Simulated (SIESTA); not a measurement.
Set up this calculation in SIESTA 5.4.2, as the native input.

```
Task                : single point
Functional          : PBE
Potentials or basis : PseudoDojo 0.4 standard (PBE files)
Basis               : TZDP (energy shift 0.003 Ry; two zetas on semicore shells)
Grid cutoff         : 800 Ry
Energy shift        : 0.003 Ry
k mesh              : 9 × 9 × 9
Occupations         : fermi-dirac, width 0.05 eV
Spin                : no spin polarisation
```

Crystal: YN.

```
CELL_PARAMETERS angstrom
0.00000 2.43850 2.43850
2.43850 0.00000 2.43850
2.43850 2.43850 0.00000
ATOMIC_POSITIONS crystal
Y 0.00000 0.00000 0.00000
N 0.50000 0.50000 0.50000
```

The input as run:

YN.fdf

```
SystemName                      YN
SystemLabel                     YN
NumberOfSpecies                 2
NumberOfAtoms                   2
%block ChemicalSpeciesLabel
  1  39 Y
  2   7 N
%endblock ChemicalSpeciesLabel

UseStructFile                   true

%block kgrid.MonkhorstPack
    9   0   0  0.0
    0   9   0  0.0
    0   0   9  0.0
%endblock kgrid.MonkhorstPack
XC.Functional                   GGA
XC.Authors                      PBE
PAO.BasisSize                   TZDP
PAO.EnergyShift                 0.003 Ry
Mesh.Cutoff                     800 Ry
OccupationFunction              FD
ElectronicTemperature           0.05 eV
MaxSCFIterations                120
SCF.MustConverge                false
SCF.Mixer.Method                Pulay
SCF.Mixer.Weight                0.25
SCF.Mixer.History               8
SCF.DM.Tolerance                5.0e-05
SCF.H.Tolerance                 1.0e-03 eV
WriteForces                     true
Charge.Mulliken                 end
%block PAO.PolarizationScheme
  Y non-perturbative
  N non-perturbative
%endblock PAO.PolarizationScheme
%block PAO.Basis
  Y 5
  n=4 0 2
    3.677 0.000
  n=5 0 3
    9.467 0.000 0.000
  n=4 1 2
    4.308 0.000
  n=5 1 2
    9.467 0.000
  n=4 2 3
    8.361 0.000 0.000
%endblock PAO.Basis
```

YN.STRUCT_IN

```
   0.0000000000     2.4385000000     2.4385000000
   2.4385000000     0.0000000000     2.4385000000
   2.4385000000     2.4385000000     0.0000000000
2
1  39    0.0000000000     0.0000000000     0.0000000000
2   7    0.5000000000     0.5000000000     0.5000000000
```

Potentials or basis: PseudoDojo 0.4 standard (PBE files), TZDP (energy shift 0.003 Ry; two zetas on semicore shells).

Run with:

```console
$ siesta YN.fdf > YN.out 2>&1
```

It gave:

The pressure is 3.4 GPa and the band gap on the k mesh is 0.14 eV, indirect (least direct gap 0.57 eV).

Caveat: an odd mesh through Γ misses points on the zone boundary, where band edges often lie; the basis of atomic orbitals isn't converged, which shifts pressures, moduli and gaps.

Run time: 2.4 min on 1 thread of Arm Neoverse V1 (shared host), peak memory 0.37 GiB.
